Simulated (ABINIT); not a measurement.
Runs of ABINIT 10.8.3 (patched build) on Ti. Symmetry: P6_3/mmc, No. 194, hexagonal system. Conventional cell: a = 2.950 Å, b = 2.950 Å, c = 4.680 Å, α = 90.00°, β = 90.00°, γ = 120.00°. Ti (site symmetry -6m2) is surrounded by 12 Ti at 2.89 to 2.95 Å. 

```csv
task,level,potentials or basis,cell,k mesh,cutoff (eV),smearing,fine-grid cutoff,cell freedom (optcell),optimiser (ionmov),cutoff smearing ecutsm (Ha),force stop (Ha/bohr),gap on the mesh (eV),pressure (GPa),relaxed volume (Å³/atom)
single point,PBE+D3(BJ),JTH PAW PBE v2.0,as given,8 × 8 × 4,408,fermi-dirac 0.05 eV,816.342 eV,-,-,-,-,none,-7.1,-
relaxation of cell and atoms,LDA,JTH PAW LDA v2.0,relaxed,8 × 8 × 4,408,fermi-dirac 0.05 eV,816.342 eV,2,2,0.5,2e-05,none,0.0,16.14
single point,PBEsol,PseudoDojo NC SR PBEsol v0.4.1 standard,as given,8 × 8 × 4,1034,fermi-dirac 0.05 eV,-,-,-,-,-,none,-6.1,-
relaxation of cell and atoms,AM05,JTH PAW PBE v2.0,relaxed,8 × 8 × 4,408,fermi-dirac 0.05 eV,816.342 eV,2,2,0.5,2e-05,none,0.0,16.77
phonons at a zone-boundary q,PBEsol,PseudoDojo NC SR PBEsol v0.4.1 standard,as given,10 × 10 × 6,1034,fermi-dirac 0.1 eV,-,-,-,-,-,none,-5.7,-
positron lifetime,LDA,JTH PAW LDA v2.0,as given,7 × 7 × 4,354,cold (ABINIT) 0.2 eV,707.496 eV,-,-,-,-,none,(c),-
positron lifetime,PBEsol,JTH PAW PBE v2.0,as given,7 × 7 × 4,354,fermi-dirac 0.1 eV,707.496 eV,-,-,-,-,none,(a),-
positron lifetime,PBE,JTH PAW PBE v2.0,as given,7 × 7 × 4,354,fermi-dirac 0.1 eV,707.496 eV,-,-,-,-,none,(b),-
```

Alike in all rows: no spin polarisation.

**Question.** Estimate the missing entries.

**Answer.** (a) -5.4; (b) -1.2; (c) -9.5.

Caveats: the PAW basis is incomplete for the positron (some runs); the PAW data sets were made with another functional, which shifts forces and pressure a little (some runs); pairwise dispersion overbinds metals, which lowers pressure and volume (some runs).

A k mesh can miss the band edges.

A gap of «none» marks a metal or a gap under the smearing width.

Not every run made on this cell is shown here.
